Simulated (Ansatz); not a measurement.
**Se: stress in a strained cell**

Se is deformed so: equal xx and yy strain of -1 %. What stress and forces result, by LAPW, PAW and all-electron datasets made for the crystal?

Program: Ansatz 0.2.0. Level of theory: DFT PBE, scalar-relativistic. These are calculated values, not measurements.

## (1) Starting point

The structure is trigonal, space group P3_121 (No. 152). The conventional cell has a = 4.366 Å, b = 4.366 Å, c = 4.954 Å, α = 90.00°, β = 90.00°, γ = 120.00°. Around Se (site symmetry 2) lie 2 Se at 2.37 Å.

Structure file:

```
Se
1.0
     4.36620    0.00000    0.00000
    -2.18310    3.78124    0.00000
     0.00000    0.00000    4.95360
Se
3
Direct
  0.22540 0.00000 0.33333
  0.00000 0.22540 0.66667
  0.77460 0.77460 0.00000
```

Atoms are numbered in the order of the input: Se1, Se2, Se3.

## (2) The deformed structure

Space group P3_121 before, P3_121 after.

## (3) LAPW, all electrons

input.yaml

```yaml
crystal:
  lattice:
    - [4.3225379494, 0.0, 0.0]
    - [-2.1612689748, 3.7434276731, 0.0]
    - [0.0, 0.0, 4.9536]
  atoms:
    - { symbol: Se, position: [0.2254, 0.0, 0.3333333333] }
    - { symbol: Se, position: [0.0, 0.2254, 0.6666666667] }
    - { symbol: Se, position: [0.7746, 0.7746, 0.0] }
kpoints:
  mp_grid: { grid: [6, 6, 5] }
  band_path:
    path:
      - [0.0, 0.0, 0.0]
      - [0.5, 0.0, 0.0]
      - [0.3333333333, 0.3333333333, 0.0]
      - [0.0, 0.0, 0.0]
      - [0.0, 0.0, 0.5]
      - [0.5, 0.0, 0.5]
      - [0.3333333333, 0.3333333333, 0.5]
      - [0.0, 0.0, 0.5]
      - [0.5, 0.0, 0.5]
    npoints: 5
scf:
  occupations: { method: fermi_dirac, width: 0.03 }
hamiltonian:
  xc: pbe
  pseudopotentials: { kind: all_electron, lapw: { basis_error: 0.001 } }
output:
  forces: true
  stress: true
  eigenvalues: true
```

The run is started by

```bash
ansatz run input.yaml --threads 1 --pin off --max-ram 4096MiB --backend cpu --events-out ev --progress --plain --runs-dir out
```

## (4) Frozen-core PAW

input.yaml

```yaml
crystal:
  lattice:
    - [4.3225379494, 0.0, 0.0]
    - [-2.1612689748, 3.7434276731, 0.0]
    - [0.0, 0.0, 4.9536]
  atoms:
    - { symbol: Se, position: [0.2254, 0.0, 0.3333333333] }
    - { symbol: Se, position: [0.0, 0.2254, 0.6666666667] }
    - { symbol: Se, position: [0.7746, 0.7746, 0.0] }
kpoints:
  mp_grid: { grid: [6, 6, 5] }
scf:
  occupations: { method: fermi_dirac, width: 0.03 }
hamiltonian:
  xc: pbe
  pseudopotentials: { kind: paw }
output:
  forces: true
  stress: true
  eigenvalues: true
  efg: { contact_densities: true }
```

## (5) All-electron PAW on datasets made for the crystal

Edit input.yaml of step 4 so:

```diff
@@ -15,3 +15,3 @@
   xc: pbe
-  pseudopotentials: { kind: paw }
+  pseudopotentials: { kind: all_electron, datasets: crystal }
 output:
```

(Steps that only read results are left out.)

Before running it: what results should come out? Wanted: pressure; largest shear or deviatoric stress.

**Answer**, as computed:

| quantity | value |
| --- | --- |
| pressure | LAPW 3.83, PAW 3.84, crystal datasets 3.83 GPa |
| largest shear or deviatoric stress (LAPW) | 1.37 GPa |

**Reading.** The largest part of the stress beyond the pressure is 1.37 GPa in size, in the zz component; the atoms are carried along and not relaxed. No run of the undeformed cell stands beside it, so the pressure holds what the given cell had before the change. PAW: stress within 0.02 GPa of LAPW, forces within 6 meV/Å. Crystal datasets: stress within 0.01 GPa of LAPW, forces within 1 meV/Å.
